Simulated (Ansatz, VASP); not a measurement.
# CuI: VASP beside Ansatz

Aim: how closely do two programs agree when they are given the same cell, functional and k mesh? The cell is taken from a series of VASP runs on this material, whose earlier steps may have relaxed, scaled or displaced it; both programs get it as it stands.

Program: Ansatz 0.2.0. Level of theory: plane waves, with VASP 6.6.1 beside it; relaxation of cell and atoms at LDA and relaxation of cell and atoms at HSE06. Results are calculated unless marked as measured.

## 1. The structure

It takes space group F-43m (No. 216, cubic). The conventional cell has a = 5.866 Å, b = 5.866 Å, c = 5.866 Å, α = 90.00°, β = 90.00°, γ = 90.00°. Nearest to I lie 4 Cu at 2.54 Å. Nearest to Cu lie 4 I at 2.54 Å. Farther neighbours and most contacts between anions are not listed.

## 2. VASP: relaxation of cell and atoms, LDA

The relaxed volume is the usual yardstick between codes: its relative difference is about their pressure difference at one cell divided by the bulk modulus.

Lines of VASP's logs that name or quote its potential files are left out, and so is its time.

Contents of INCAR:

```
SYSTEM = CuI
PREC = Accurate
ENCUT = 450
EDIFF = 1E-06
NELM = 100
ISMEAR = 0
SIGMA = 0.03
LREAL = .FALSE.
ALGO = Normal
GGA = CA
NBANDS = 15
LASPH = .TRUE.
LORBIT = 11
LWAVE = .FALSE.
LCHARG = .FALSE.
KPAR = 4
IBRION = 2
NSW = 50
ISIF = 3
EDIFFG = -0.006
```

Contents of POSCAR:

```
CuI
1.0
    0.0000000000      2.9327826294      2.9327826294
    2.9327826294      0.0000000000      2.9327826294
    2.9327826294      2.9327826294      0.0000000000
I Cu
1 1
Direct
    0.0000000000      0.0000000000      0.0000000000
    0.7500000000      0.7500000000      0.7500000000
```

Contents of KPOINTS:

```
Automatic mesh
0
Gamma
6 6 6
0 0 0
```

The projector-augmented-wave data sets are I and Cu (LDA family, release 64).

Command:

```bash
$ mpirun -np 4 vasp_std
```

Numbers of over 12 decimals in the logs are rounded to 6 here.

Output:

```text
[banner, memory and clock lines left out]
running    4 mpi-ranks, on    1 nodes
 distrk:  each k-point on    1 cores,    4 groups
 distr:  one band on    1 cores,    1 groups

 POSCAR found type information on POSCAR I Cu
 POSCAR found :  2 types and       2 ions
 LDA part: xc-table for (Slater(with rela. corr.)+CA(PZ))
 , standard interpolation
 POSCAR, INCAR and KPOINTS ok, starting setup
 FFT: planning ... GRIDC
 FFT: planning ... GRID_SOFT
 FFT: planning ... GRID
 WAVECAR not read
 entering main loop
       N       E                     dE             d eps       ncg     rms          rms(c)
DAV:   1     0.914375318886E+02    0.91438E+02   -0.68968E+03   480   0.118E+03
DAV:   2    -0.845260906982E+00   -0.92283E+02   -0.85389E+02   487   0.237E+02
DAV:   3    -0.714497800570E+01   -0.62997E+01   -0.61985E+01   642   0.652E+01
DAV:   4    -0.731484654042E+01   -0.16987E+00   -0.16978E+00   551   0.998E+00
DAV:   5    -0.732366748489E+01   -0.88209E-02   -0.88206E-02   754   0.265E+00    0.641E+00
DAV:   6    -0.721582379187E+01    0.10784E+00   -0.39771E+00   487   0.592E+01    0.403E+00
DAV:   7    -0.699983545793E+01    0.21599E+00   -0.95543E-01   536   0.359E+01    0.198E+00
DAV:   8    -0.699667451776E+01    0.31609E-02   -0.54540E-02   776   0.379E+00    0.534E-01
DAV:   9    -0.699265539159E+01    0.40191E-02   -0.11155E-02   606   0.337E+00    0.266E-01
DAV:  10    -0.699267441398E+01   -0.19022E-04   -0.65726E-04   629   0.176E-01    0.183E-01
DAV:  11    -0.699250652127E+01    0.16789E-03   -0.94723E-04   613   0.109E+00    0.385E-02
DAV:  12    -0.699250705947E+01   -0.53820E-06   -0.11590E-04   701   0.168E-01    0.430E-02
DAV:  13    -0.699250599244E+01    0.10670E-05   -0.36224E-06   676   0.137E-02    0.179E-02
DAV:  14    -0.699250494786E+01    0.10446E-05   -0.14490E-06   490   0.340E-02    0.754E-03
DAV:  15    -0.699250475771E+01    0.19015E-06   -0.82017E-07   345   0.248E-02
   1 F= -.69925048E+01 E0= -.69925048E+01  d E =-.699250E+01
 curvature:   0.00 expect dE= 0.000E+00 dE for cont linesearch  0.000E+00
 trial: gam= 0.00000 g(F)=  0.774E-47 g(S)=  0.680E-04 ort = 0.000E+00 (trialstep = 0.100E+01)
 search vector abs. value=  0.680E-04
 bond charge predicted
       N       E                     dE             d eps       ncg     rms          rms(c)
DAV:   1    -0.699393273850E+01   -0.14278E-02   -0.20431E-02   487   0.347E+00    0.292E-01
DAV:   2    -0.699314947944E+01    0.78326E-03   -0.11933E-02   480   0.357E+00    0.128E-01
DAV:   3    -0.699258880290E+01    0.56068E-03   -0.24647E-03   494   0.175E+00    0.509E-02
DAV:   4    -0.699254329904E+01    0.45504E-04   -0.14497E-04   586   0.109E-01    0.179E-02
DAV:   5    -0.699254050805E+01    0.27910E-05   -0.53400E-06   667   0.586E-02    0.149E-02
DAV:   6    -0.699253900769E+01    0.15004E-05   -0.91701E-07   348   0.150E-02    0.498E-03
DAV:   7    -0.699253877933E+01    0.22836E-06   -0.49788E-07   289   0.206E-02
   2 F= -.69925388E+01 E0= -.69925388E+01  d E =-.340216E-04
 trial-energy change:   -0.000034  1 .order   -0.000029   -0.000068    0.000010
 step:   0.9063(harm=  0.8740)  dis= 0.00000  next Energy=    -6.992539 (dE=-0.345E-04)
 reached required accuracy - stopping structural energy minimisation
```

OUTCAR, selected parts (step 2):

```text
ion  position               nearest neighbor table
   1  0.000  0.000  0.000-   2 2.54   2 2.54   2 2.54   2 2.54
   2  0.750  0.750  0.750-   1 2.54   1 2.54   1 2.54   1 2.54

  LATTYP: Found a face centered cubic cell.
 ALAT       =     5.8655652588

 Subroutine GETGRP returns: Found 24 space group operations
 (whereof 24 operations were pure point group operations)

The static configuration has the point symmetry T_d .

 Found     16 irreducible k-points:

   k-points           NKPTS =     16   k-points in BZ     NKDIM =     16   number of bands    NBANDS=     15

   dimension x,y,z NGX =    30 NGY =   30 NGZ =   30
   dimension x,y,z NGXF=    60 NGYF=   60 NGZF=   60

   ENCUT  =  450.0 eV  33.07 Ry    5.75 a.u.   7.17  7.17  7.17*2*pi/ulx,y,z

   NELECT =      18.0000    total number of electrons

 k-points in reciprocal lattice and weights: Automatic mesh
   0.00000000  0.00000000  0.00000000       0.005
   0.16666667  0.00000000  0.00000000       0.037
   0.33333333  0.00000000  0.00000000       0.037
   0.50000000  0.00000000  0.00000000       0.019
   0.16666667  0.16666667  0.00000000       0.028
   0.33333333  0.16666667  0.00000000       0.111
   0.50000000  0.16666667  0.00000000       0.111
  -0.33333333  0.16666667  0.00000000       0.111
  -0.16666667  0.16666667  0.00000000       0.056
[...]
-0.33333333  0.33333333  0.16666667       0.111
  -0.33333333  0.50000000  0.16666667       0.056

 average (electrostatic) potential at core
       1 -92.0887       2 -66.0721

 E-fermi :   5.5543

 k-point     1 :       0.0000    0.0000    0.0000
  band No.  band energies     occupation
    ...
      5       2.9670      2.00000
      6       2.9670      2.00000
      7       5.3491      2.00000
      8       5.3491      2.00000
      9       5.3491      2.00000
     10       6.6339      0.00000
     11      10.0971      0.00000
     12      10.0971      0.00000
     13      10.0971      0.00000
     14      13.4682      0.00000
    ...

 k-point     2 :       0.1667    0.0000    0.0000
  band No.  band energies     occupation
    ...
      5       2.9552      2.00000
      6       2.9552      2.00000
      7       4.2400      2.00000
      8       5.0984      2.00000
      9       5.0984      2.00000
     10       7.5870      0.00000
     11      10.2125      0.00000
     12      10.4945      0.00000
     13      10.4945      0.00000
     14      14.1750      0.00000
    ...

 k-point     3 :       0.3333    0.0000    0.0000
  band No.  band energies     occupation
    ...
      5       2.9666      2.00000
      6       2.9666      2.00000
      7       3.3361      2.00000
      8       4.6610      2.00000
      9       4.6610      2.00000
     10       7.6200      0.00000
     11      10.7585      0.00000
     12      10.7585      0.00000
     13      12.0048      0.00000
     14      13.9012      0.00000
    ...

  Total        0.0044208      0.0044208      0.0044208      0.0000000     -0.0000000      0.0000000
  in kB        0.1407026      0.1407026      0.1407026      0.0000000     -0.0000000      0.0000000
  external PRESSURE =       0.1407026 kB  Pullay stress =       0.0000000 kB

  energy-cutoff  :      450.00
  volume of cell :       50.34
      direct lattice vectors                 reciprocal lattice vectors
     0.000000000  2.930614300  2.930614300    -0.170612694  0.170612694  0.170612694
     2.930614300  0.000000000  2.930614300     0.170612694 -0.170612694  0.170612694
     2.930614300  2.930614300 -0.000000000     0.170612694  0.170612694 -0.170612694

 POSITION                                       TOTAL-FORCE (eV/Angst)
 -----------------------------------------------------------------------------------
      5.86123      2.93061      2.93061         0.000000      0.000000      0.000000
      4.39592      4.39592      4.39592        -0.000000     -0.000000     -0.000000
 -----------------------------------------------------------------------------------
    total drift:                               -0.000000     -0.000000     -0.000000

  FREE ENERGIE OF THE ION-ELECTRON SYSTEM (eV)
  ---------------------------------------------------
  free  energy   TOTEN  =        -6.9925387793 eV

  energy  without entropy=       -6.9925387793  energy(sigma->0) =       -6.99253878

 reached required accuracy - stopping structural energy minimisation

 total charge
# of ion       s       p       d       tot
------------------------------------------
    1        1.494   2.779   0.068   4.341
    2        0.370   0.332   9.327  10.029
--------------------------------------------------
tot          1.864   3.110   9.395  14.370

[... 3 further parts left out ...]
```

CONTCAR:

```
CuI
   1.00000000000000
     0.0000000000000000    2.9306143001344962    2.9306143001344962
     2.9306143001344962    0.0000000000000000    2.9306143001344962
     2.9306143001344962    2.9306143001344962   -0.0000000000000000
  I               Cu
     1     1
Direct
     0.0000000000000000    1.0000000000000000    1.0000000000000000
     0.7500000000000000    0.7500000000000000    0.7500000000000000
```

## 3. Ansatz: relaxation of cell and atoms, LDA

Ansatz runs on its default PAW (the set named soft_2) files.

The same cell, functional (in two slightly different forms), mesh and smearing now go to Ansatz, which takes its cutoff from its data sets.

Contents of input.yaml:

```yaml
crystal:
  lattice:
    - [0.0, 2.9327826294, 2.9327826294]
    - [2.9327826294, 0.0, 2.9327826294]
    - [2.9327826294, 2.9327826294, 0.0]
  atoms:
    - { symbol: I, position: [0.0, 0.0, 0.0] }
    - { symbol: Cu, position: [0.75, 0.75, 0.75] }
hamiltonian:
  xc: lda
  pseudopotentials: { kind: paw }
kpoints:
  mp_grid: { grid: [6, 6, 6] }
scf:
  occupations: { method: gaussian, width: 0.03 }
relax:
  f_tol: 0.01
  max_steps: 60
  cell: { stress_tol: 0.05 }
output:
  forces: true
  stress: true
```

Command:

```bash
$ ansatz run input.yaml --threads 4 --pin off --max-ram 9216MiB --backend cpu --events-out ev --progress --plain --runs-dir out
```

Output:

```text
Engine: ansatz 0.2.0, aarch64-unknown-linux-gnu
Pseudopotentials: kind: paw
Pseudopotential: I, paw, valence charge 17, recommended cutoff 420 eV (normal), I.paw.azcp
Pseudopotential: Cu, paw, valence charge 19, recommended cutoff 420 eV (normal), Cu.paw.azcp
Functional definition: SPW92
  exchange = slater_x
  correlation = pw_c
Crystal: 2 atoms, lattice volume = 50.451 Å³
Basis set: ecut = 420 eV, 965 PW (Γ)
Bands: 22, of which v1, the nominal top of the filled ones, is band 18 counted from 1 (17 counted from 0)
Symmetry: 24 space group operations
Space group: F-43m (ITA 216), of the structure as read, at distance tolerance 3.7e-5 Å
k-points: 16 of 216 (time reversal used)
Non-local potential: I, projectors of the file, l = 0: 2, l = 1: 2, l = 2: 2, l = 3: 2
Non-local potential: Cu, projectors of the file, l = 0: 3, l = 1: 2, l = 2: 3, l = 3: 1
PAW form: soft (Blöchl's): semilocal exchange-correlation on the pseudo side does not see the compensation charge
PAW frozen core: I, regenerated for the run's functional, and the local potential with it (the file was generated under x = pbe(κ = 0.804, μ = 0.219515), c = pbe(β = 0.066725))
PAW frozen core: Cu, regenerated for the run's functional, and the local potential with it (the file was generated under x = pbe(κ = 0.804, μ = 0.219515), c = pbe(β = 0.066725))
PAW one-centre angular grid: I, 590 points (default); XC on 64 Gauss nodes
PAW one-centre angular grid: Cu, 590 points (default); XC on 64 Gauss nodes
Initial density: superposition of atomic densities (neutral atoms: chi_scale 0, normalization atom), corrected by the library's trained network
Initial wavefunctions: pseudopotential atomic-orbital guess
Functional: x = slater, c = lda
SCF iter   1: F=—  HF=-13911.803643 eV  |F-HF|=—  |Δ(HF+E_count)|=         —  Δρ=1.12e-2  dr2=2.78e-2  ethr=1.77e-3  ⟨swp⟩=6.1  Hψ=1719  notcnv=0
preconditioner: auto → none  [insulator: Δε(μ)=1.126 eV  Ē_g=9.381 eV  σ=0.030 eV  W_gap=1.00  n_scr=14 (ndim 8)  ℏωp=22.2 eV  f_vac=0.150  D(μ)=0.00/eV (n_scr^D=0)  ε∞_Penn≈6.6]
SCF iter   2: F=—  HF=-13911.809329 eV  |F-HF|=—  |Δ(HF+E_count)|=   5.69e-3  Δρ=1.23e-2  dr2=5.29e-2  ethr=7.71e-5  ⟨swp⟩=2.7  Hψ=847  notcnv=0
SCF iter   3: F=—  HF=-13911.796027 eV  |F-HF|=—  |Δ(HF+E_count)|=   1.33e-2  Δρ=2.95e-3  dr2=1.82e-3  ethr=7.71e-5  ⟨swp⟩=2.2  Hψ=682  notcnv=0
SCF iter   4: F=—  HF=-13911.795776 eV  |F-HF|=—  |Δ(HF+E_count)|=   2.51e-4  Δρ=5.33e-4  dr2=5.86e-5  ethr=5.05e-6  ⟨swp⟩=2.0  Hψ=536  notcnv=0
SCF iter   5: F=—  HF=-13911.795779 eV  |F-HF|=—  |Δ(HF+E_count)|=   2.84e-6  Δρ=8.14e-5  dr2=2.23e-6  ethr=1.63e-7  ⟨swp⟩=1.2  Hψ=382  notcnv=0
SCF iter   6: F=-13911.795779 eV  HF=-13911.795779 eV  |F-HF|=5.51e-10  |Δ(HF+E_count)|=   4.25e-7  Δρ=2.97e-6  dr2=2.60e-9  ethr=2.78e-10  ⟨swp⟩=4.1  Hψ=1568  notcnv=0
SCF 1 converged in 6 iterations: F = -13911.795779 eV  dr2 = 2.60e-9
  greatest PAW one-centre occupation: 1.000 electrons in one spin orbital (limit 2), on the Cu atom at site 1 (counted from 0), in its partial waves of l = 0
relax step   1: F+E_penalty+E_count = -13911.79577857 eV  Δ(F+E_penalty+E_count) = +0.000e0 eV  max|allowed force component| = 6.014e-17 eV/Å  Δτ_max = 0.0000 Å  P = -0.074 GPa  Ω = 50.451 Å³  (6 SCF iters, dr2 threshold 1.00e-7 eV, accepted)
[...]
relax step   2: F+E_penalty+E_count = -13911.79581516 eV  Δ(F+E_penalty+E_count) = -3.660e-5 eV  max|allowed force component| = 1.503e-17 eV/Å  Δτ_max = 0.0000 Å  P = -0.003 GPa  Ω = 50.388 Å³  energy of the carried Pulay correction = +2.128e-5 eV  (5 SCF iters, dr2 threshold 1.37e-8 eV, accepted)
[...]
relax step   3: F+E_penalty+E_count = -13911.79580694 eV  Δ(F+E_penalty+E_count) = +8.228e-6 eV  max|allowed force component| = 1.735e-17 eV/Å  Δτ_max = 0.0000 Å  P = -0.004 GPa  Ω = 50.388 Å³  stress off target by 3.61e-3 GPa  SCF on the basis re-selected at this cell (its energy is not comparable with the rows above)  (4 SCF iters)
basis re-selected at this cell: Δ(F+E_penalty+E_count) = +8.228e-6 eV, ΔP = -0.000 GPa vs the last step (what re-selecting the basis moved, of the pressure what is left beyond the Pulay correction that the steps carried, after the strain that the cell walked since its last selection, with what the two solves' SCF thresholds leave and, on support functions, any second-order correction that the steps lacked; it is no m [...]
SCF converged after 4 iterations
Free energy (F): -13911.795807 eV
Harris-Foulkes:  -13911.795807 eV  (|F-HF|=7.28e-12)
Internal energy: -13911.795807 eV  (E = F + TS)
E sigma→0 (E₀):  -13911.795807 eV
Fermi energy:    9.931198 eV
--- Per-component energies (eV) ---
  E_band       = -834.434979
  E_kinetic    = 492.637311
  E_local      = -7389.072497  (includes V_loc(G=0)·N_el)
  E_nonlocal   = 320.822588
  E_hartree    = 3437.969043
  E_xc         = -215.435120
  E_vxc        = -243.017141  (∫ρ·V_xc dr)
  E_paw        = -6264.192123  (= ΣΔE_a)
  E_vpaw       = -891.743320  (= ΣTr[D̂ρ^β])
  E_aug_tail   = 0.000301  (compensation charges beyond the density's cutoff)
  E_ewald      = -4295.756187
  E_core_change = 1.230875  (= ΣΔE_core)
  E_smearing   = -0.000000  (= −TS)
  E_closure    = 0.000000  (closes the sum)
  Σ components = -13911.795807   (vs F -13911.795807, Δ=0.00e0)
--- Forces (eV/Å), atoms counted from 1 ---
  atom   1  I     -0.00000000     0.00000000     0.00000000
  atom   2  Cu     0.00000000     0.00000000    -0.00000000
  max |Σ_I F_I| component: 6.01e-17 eV/Å
--- Stress (GPa, compression-positive) ---
       -0.003612      -0.000000      -0.000000
       -0.000000      -0.003612      -0.000000
       -0.000000       0.000000      -0.003612
  P = ⅓ Tr σ = -0.0036 GPa (-0.036 kbar)
--- Relaxed structure (2 steps of the walk, 2 accepted, 1 SCFs on fresh bases) ---
  F+E_penalty+E_count = -13911.79580694 eV   max|allowed force component| = 1.735e-17 eV/Å   (the final SCF, on the basis selected at the relaxed cell)
  cell:  # Å, volume = 50.3877 Å³
    - [0, 2.931556, 2.931556]
    - [2.931556, 0, 2.931556]
    - [2.931556, 2.931556, 0]
  atoms:
    - { symbol: I, position: [0, 0, 0] }
    - { symbol: Cu, position: [0.750000, 0.750000, 0.750000] }
```

Run time: 2.1 s. Hardware: 4 threads of Arm Neoverse V1, shared host; peak memory 0.34 GiB.

## 4. Comparison

Known differences besides the potentials themselves: the two LDA forms differ slightly; both relaxations stop at a tolerance, which leaves soft axes loose, and VASP keeps its plane-wave basis; the data sets hold 36 valence electrons in Ansatz (default PAW (the set named soft_2) files) and 18 in VASP; the cutoff is 420 eV in Ansatz and 450 eV in VASP; VASP's log shows a relativistic correction to its local exchange, Ansatz's none; Ansatz adds a Pulay correction to the stress that steers its cell, VASP none. Total energies have different zeros and are not compared.

Compared:

| quantity | Ansatz | VASP | difference |
| --- | --- | --- | --- |
| volume (Å³) | 50.39 | 50.34 | +0.10 % |
| edge a after relaxation, in the typed setting (Å) | 4.146 | 4.144 | +0.03 % |

The walks stopped with 0.00 GPa left in Ansatz and 0.01 GPa in VASP; each walk ends within a tolerance, so the volume difference is uncertain by about these residues over the bulk modulus, most in soft cells.

(Continued in part 2 of 2.)

[Lines on the potential files, build, host, timing and source positions are cut from VASP's logs without a mark.]

[Logs are printed without paths, hosts, clocks, repeated set-up lines and the standing remarks that a program may print on its own settings, such as how far it seeks lower states.]

[Hosts, paths, dates, database ids (printed as entryN), source tags and the programs' standing remarks are cut or masked in the printed files.]
